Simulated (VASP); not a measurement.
# LiH in VASP 6.6.1, single-point calculation

INCAR

```
NELM = 120
ENCUT = 520
ISMEAR = -1
LWAVE = .FALSE.
NSW = 0
EDIFF = 1E-7
NBANDS = 9
LASPH = .TRUE.
IBRION = -1
SIGMA = 0.5
LREAL = .FALSE.
METAGGA = MBJ
ISIF = 2
PREC = Accurate
LCHARG = .FALSE.
```

KPOINTS

```
KPOINTS created by Atomic Simulation Environment
0
Gamma
8 8 8
0 0 0
```

POSCAR

```
Li H
 1.0000000000000000
     2.5016587116031355   -0.0000000000000000    0.0000000000000000
    -0.0000000000000000    2.5016587116031355    0.0000000000000000
     0.0000000000000000    0.0000000000000000    2.5016587116031355
 Li  H
   1   1
Cartesian
  0.0000000000000000  0.0000000000000000 -0.0000000000000000
  1.2508293558015677  1.2508293558015677  1.2508293558015677
```

The recommended PBE PAW datasets give the neutral cell 4 valence electrons.

Command

```
mpirun -np 1 vasp_std
```

OSZICAR

```
N       E                     dE             d eps       ncg     rms          rms(c)
DAV:   1     0.125509335389E+01    0.12551E+01   -0.13407E+03   686   0.377E+02
DAV:   2    -0.213742253867E+01   -0.33925E+01   -0.33574E+01   860   0.492E+01
DAV:   3    -0.217387562842E+01   -0.36453E-01   -0.36099E-01   745   0.404E+00
DAV:   4    -0.217401025260E+01   -0.13462E-03   -0.13461E-03   803   0.256E-01
DAV:   5    -0.217401059687E+01   -0.34427E-06   -0.34431E-06   758   0.100E-02    0.946E-01
DAV:   6    -0.304485527530E+01   -0.87084E+00   -0.55384E+00   696   0.883E+00    0.257E+00
DAV:   7    -0.263693091117E+01    0.40792E+00   -0.77886E-01   679   0.474E+00    0.234E+00
DAV:   8    -0.261948254080E+01    0.17448E-01   -0.14992E-02   674   0.102E+00    0.310E+00
DAV:   9    -0.219997878382E+01    0.41950E+00   -0.87161E-01   662   0.461E+00    0.195E+00
DAV:  10    -0.246367442005E+01   -0.26370E+00   -0.62226E+00   662   0.101E+01    0.160E+00
...
DAV: 112    -0.321292583323E+04   -0.31981E+04   -0.30833E+04  1185   0.658E+01    0.912E+01
DAV: 113     0.623447632715E+02    0.32753E+04   -0.52449E+04   660   0.173E+03    0.141E+01
DAV: 114     0.189898464235E+02   -0.43355E+02   -0.18644E+02   817   0.569E+02    0.873E+00
DAV: 115     0.228334105300E+02    0.38436E+01   -0.96505E+01   654   0.153E+02    0.167E+01
DAV: 116    -0.387481701495E+04   -0.38977E+04   -0.38638E+04  1242   0.230E+02    0.875E+01
DAV: 117    -0.451442678582E+04   -0.63961E+03   -0.49521E+03   679   0.184E+03    0.972E+01
DAV: 118    -0.982873404376E+04   -0.53143E+04   -0.54141E+02   657   0.865E+02    0.977E+01
DAV: 119     0.656759479438E+02    0.98944E+04   -0.15904E+05   636   0.129E+03    0.353E+01
DAV: 120     0.308459284522E+02   -0.34830E+02   -0.22436E+03   946   0.340E+02
   1 F= 0.30845928E+02 E0= 0.30845928E+02  d E =-.472607E-09
```

Standard output (part)

```
POSCAR found type information on POSCAR LiH
 POSCAR found :  2 types and       2 ions
 LDA part: xc-table for (None), standard interpolation
 POSCAR, INCAR and KPOINTS ok, starting setup
 WAVECAR not read
 entering main loop
|     The electronic self-consistency was not achieved in the given           |
|     number of steps (NELM). The forces and other quantities evaluated       |
|     might not be reliable so examine the results carefully. If you find     |
|     spurious results, we suggest increasing NELM, if you were close to      |
|     convergence or switching to a different ALGO or adjusting the           |
|     density mixing parameters otherwise.                                    |
```

It didn't converge.

The run took about 47 s on one core of a shared host (Intel Xeon Platinum 8488C) and held 0.12 GiB at most.
